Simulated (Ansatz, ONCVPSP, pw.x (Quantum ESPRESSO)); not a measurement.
**tantalum (Ta): does the ONCV potential hold in the solid?**

```
Element                 : Ta
Generator               : ONCVPSP 4.0.1.1 (patched build)
Type                    : optimised norm-conserving Vanderbilt (ONCV)
Functional              : PBE
Relativity              : scalar-relativistic
Frozen core             : [Kr] 4d10 4f14
Valence charge          : 13
Reference configuration : 5s2 5p6 5d3 6s1 6p1
Partial waves           : 5s+6s: rc 1.45 bohr, ncon 4, nbas 7, qcut 6.9 1/bohr, 2 projectors; 5p+6p: rc 2.60 bohr, ncon 4, nbas 9, qcut 5.6 1/bohr, 2 projectors; 5d: rc 1.90 bohr, ncon 4, nbas 8, qcut 5.7 1/bohr, 2 projectors, debl 1.1 Ha
Local potential         : polynomial inside 1.05 bohr (lpopt 5, dvloc0 -1 Ha)
Core correction         : Teter function fitted to the true core (icmod 2), fcfact 0.55
```

Crystal test: sc Ta in pw.x 7.5, no spin, 12³ k-points, Fermi–Dirac smearing 0.01 Ry, cutoffs 120/480 Ry. The reference is all-electron LAPW (Ansatz 0.2.0) with the same functional, mesh and smearing; V0 and B0 come from Birch–Murnaghan fits to the pressures at five volumes. Errors are pseudo minus all-electron; Δ is the rms difference of the E(V) curves that follow from these fits, minima aligned, over ±6 % about the mean V0. Mesh and smearing are coarse, so the numbers serve the comparison and aren't converged zero-temperature values; the lattice is a test structure that the element need not adopt.

| V (Å³/atom) | P all-electron (GPa) | P pseudo (GPa) |
| --- | --- | --- |
| 19.357 | 10.29 | 8.05 |
| 19.867 | 5.78 | 3.80 |
| 20.376 | 1.79 | 0.03 |
| 20.885 | -1.75 | -3.31 |
| 21.395 | -4.87 | -6.28 |

All-electron: a0 = 2.742 Å (V0 = 20.63 Å³/atom), B0 = 143.1 GPa.

Pseudopotential: mean pressure error (GPa): -1.79; a0 (Å): 2.732; a0 error (%): -0.40; B0 error (%): -1.0; Δ (meV/atom): 7.7. The generator flags a localised state at positive energy (s at 26 eV).

Q: At the middle volume, how do free energy and pressure move when the wave cutoff is lowered (ecutrho kept at four times it)?

A:

```csv
cutoff (Ry),shift of F (meV/atom),shift of P (GPa)
54,+16.6,+0.03
72,+8.4,-0.10
96,+4.7,+0.02
```

Input at the middle volume:

```
&control
  calculation='scf', prefix='x', pseudo_dir='./', outdir='./tmp', tstress=.true., disk_io='none'
/
&system
  ibrav=0, nat=1, ntyp=1, ecutwfc=120, ecutrho=480, nbnd=14,
  occupations='smearing', smearing='fd', degauss=0.01
/
&electrons
  conv_thr=1e-09, mixing_beta=0.4, electron_maxstep=70
/
ATOMIC_SPECIES
Ta 1.0 Ta.UPF
CELL_PARAMETERS angstrom
  2.73132247 0.00000000 0.00000000
  0.00000000 2.73132247 0.00000000
  0.00000000 0.00000000 2.73132247
ATOMIC_POSITIONS crystal
Ta 0.0000 0.0000 0.0000
K_POINTS automatic
12 12 12 0 0 0
```

```bash
pw.x < Ta.scf.in > Ta.scf.out
```

Lines of the output:

```
Message from routine setup:
     using ibrav=0 with symmetry is DISCOURAGED, use correct ibrav instead
     lattice parameter (alat)  =       5.1615  a.u.
     unit-cell volume          =     137.5041 (a.u.)^3
     number of electrons       =        13.00
     number of Kohn-Sham states=           14
     kinetic-energy cutoff     =     120.0000  Ry
     charge density cutoff     =     480.0000  Ry
     scf convergence threshold =      1.0E-09
     Exchange-correlation= PBE
     number of k points=    84  Fermi-Dirac smearing, width (Ry)=  0.0100
     iteration #  1     ecut=   120.00 Ry     beta= 0.40
     total energy              =    -136.76199756 Ry
     estimated scf accuracy    <       0.03373772 Ry
     iteration #  2     ecut=   120.00 Ry     beta= 0.40
     total energy              =    -136.76308551 Ry
     estimated scf accuracy    <       0.00602323 Ry
     iteration #  3     ecut=   120.00 Ry     beta= 0.40
     total energy              =    -136.76370222 Ry
     estimated scf accuracy    <       0.00060912 Ry
     iteration #  4     ecut=   120.00 Ry     beta= 0.40
     total energy              =    -136.76374635 Ry
     estimated scf accuracy    <       0.00000410 Ry
     iteration #  5     ecut=   120.00 Ry     beta= 0.40
     total energy              =    -136.76375265 Ry
     estimated scf accuracy    <       0.00000047 Ry
     iteration #  6     ecut=   120.00 Ry     beta= 0.40
     total energy              =    -136.76375274 Ry
     estimated scf accuracy    <       0.00000015 Ry
     iteration #  7     ecut=   120.00 Ry     beta= 0.40
     total energy              =    -136.76375275 Ry
     estimated scf accuracy    <          4.6E-09 Ry
     iteration #  8     ecut=   120.00 Ry     beta= 0.40
     the Fermi energy is    16.0144 ev
!    total energy              =    -136.76375275 Ry
     estimated scf accuracy    <          9.1E-11 Ry
     smearing contrib. (-TS)   =      -0.00377852 Ry
     The total energy is F=E-TS. E is the sum of the following terms:
     one-electron contribution =     -24.97069426 Ry
     hartree contribution      =      17.67063754 Ry
     xc contribution           =     -36.55905797 Ry
     ewald contribution        =     -92.90085955 Ry
     convergence has been achieved in   8 iterations
          total   stress  (Ry/bohr**3)                   (kbar)     P=        0.31
     Message from routine punch:
     Nothing written, as per user request (disk_io='none')
```

The run at the middle volume (84 k-points, 8 iterations) took about 63 s on one core of a shared host (Neoverse-N1, 64 threads, 124 GiB, load 59).
